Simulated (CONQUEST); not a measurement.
# BN under changes of volume

One of the cells (8.967 Å³/atom); the others are scaled copies at fixed shape and fractional positions:

```
N B
1.0
     2.49824    0.00000    0.00000
     0.00000    4.32708    0.00000
     0.00000    0.00000    6.63570
N B
4 4
Direct
  0.00000 0.33333 0.75000
  0.50000 0.83333 0.75000
  0.00000 0.66667 0.25000
  0.50000 0.16667 0.25000
  0.00000 0.33333 0.25000
  0.50000 0.83333 0.25000
  0.00000 0.66667 0.75000
  0.50000 0.16667 0.75000
```

| Item | Value |
| --- | --- |
| Program | CONQUEST 1.3 |
| Functional | PBEsol |
| Potentials or basis | PseudoDojo NC PBEsol, DZP, grid of 32 × 48 × 72 points |
| k mesh | 11 × 6 × 4 |
| Occupations | fermi-dirac, width 0.05 eV |
| Spin | no spin polarisation |

| volume (Å³/atom) | energy over the lowest point (meV/atom) | pressure (GPa) | gap on the mesh (eV) | largest force (eV/Å) |
| --- | --- | --- | --- | --- |
| 8.429 | 50.94 | 23.7 | 4.20 | 0.002 |
| 8.608 | 28.23 | 17.1 | 4.18 | 0.002 |
| 8.787 | 12.68 | 10.9 | 4.16 | 0.002 |
| 8.967 | ? | ? | ? | ? |
| 9.146 | 0.00 | 0.6 | 4.12 | 0.002 |
| 9.325 | 1.98 | -4.1 | 4.09 | 0.003 |
| 9.505 | 8.86 | -8.3 | 4.07 | 0.001 |

**Question.** What does the run at 8.967 Å³/atom give?

**Answer.** Energy over the lowest point 3.51 meV/atom; pressure 5.6 GPa; gap on the mesh 4.14 eV; largest force 0.005 eV/Å.

Worked out: A Birch-Murnaghan fit of order 3 (a polynomial in V^(-2/3)) to the other rows has its minimum at 9.17 Å³/atom with B0 = V·E''(V) = 241 GPa and B' = 3.7 at fixed shape and positions, which overstates the stiffness. It gives 3.37 meV/atom at 8.967 Å³/atom, against the run's 3.51, and -dE/dV = 5.5 GPa, against 5.6. A straight line through the other rows of the gap, of slope -1.09 eV per unit of ln V, gives 4.14 eV, against the run's 4.14.

Energies are extrapolated to zero smearing.

Caveats: an odd mesh through Γ misses points on the zone boundary, where band edges often lie; this functional lacks dispersion, which binds the layers, so the pressure and a relaxed spacing across them are unreliable; the basis of atomic orbitals isn't converged, which shifts pressures, moduli and gaps.
